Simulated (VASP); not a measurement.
```xyz
2
Lattice="2.6582 0.0000 0.0000 0.0000 2.6582 0.0000 0.0000 0.0000 3.6540" Properties=species:S:1:pos:R:3 pbc="T T T"
Co     0.0000     0.0000     0.0000
Pt     1.3291     1.3291     1.8270
```
Starting moments (μB, in the order of the record's atoms Co Pt): 1.8 0.4.

Method: PBEsol GGA, VASP's PBE PAW potentials (set 64) (plane waves; VASP). Settings: 400 eV cut-off, Gaussian smearing of 0.050 eV, potentials Co Pt.

Q: Give the spin-up energies of bands 1 to 12 at the high-symmetry points, in eV from the Fermi level.

A: 
| band | Γ | X | M | Z | R | A |
|---|---|---|---|---|---|---|
| 1 | -10.10 | -6.57 | -7.34 | -8.24 | -6.97 | -6.61 |
| 2 | -6.64 | -5.19 | -5.97 | -6.22 | -6.83 | -5.23 |
| 3 | -6.62 | -4.78 | -5.97 | -5.95 | -3.81 | -5.23 |
| 4 | -3.47 | -4.41 | -5.82 | -3.59 | -3.74 | -3.98 |
| 5 | -3.47 | -3.38 | -1.08 | -2.92 | -3.44 | -3.43 |
| 6 | -2.96 | -3.14 | -0.98 | -2.29 | -2.79 | -3.43 |
| 7 | -1.96 | -2.84 | -0.42 | -2.24 | -1.07 | -1.92 |
| 8 | -1.62 | -2.33 | -0.42 | -2.24 | -0.80 | -1.76 |
| 9 | -0.41 | -2.05 | -0.38 | -2.22 | -0.67 | -1.08 |
| 10 | -0.31 | -1.65 | 0.79 | -2.22 | -0.56 | 0.80 |
| 11 | -0.31 | 0.22 | 1.66 | -1.66 | -0.41 | 7.13 |
| 12 | 2.24 | 2.39 | 1.66 | -0.76 | -0.30 | 7.13 |

Q: Give the spin-down energies of bands 1 to 12 at the high-symmetry points, in eV from the Fermi level.

A: 
```tsv
band	Γ	X	M	Z	R	A
1	-10.03	-6.44	-7.08	-8.17	-6.68	-6.43
2	-6.32	-4.96	-5.38	-5.98	-6.46	-5.01
3	-6.28	-4.59	-5.38	-5.75	-3.17	-5.01
4	-2.59	-3.90	-5.17	-2.69	-3.09	-2.65
5	-2.59	-2.60	0.68	-2.07	-2.52	-1.91
6	-1.46	-1.78	0.77	-1.95	-1.25	-1.91
7	-0.84	-1.69	0.86	-1.95	-0.64	-1.50
8	-0.22	-1.34	1.15	-0.80	-0.53	-0.27
9	0.73	-0.50	1.17	-0.48	0.69	0.86
10	1.11	-0.08	1.17	-0.30	0.70	1.15
11	1.11	1.73	1.73	-0.30	0.82	7.63
12	2.33	2.68	1.73	0.31	0.87	7.63
```

It has no gap at this level: it comes out as a metal or semimetal.

The compound is CoPt in the L1_0 structure. It was relaxed first.
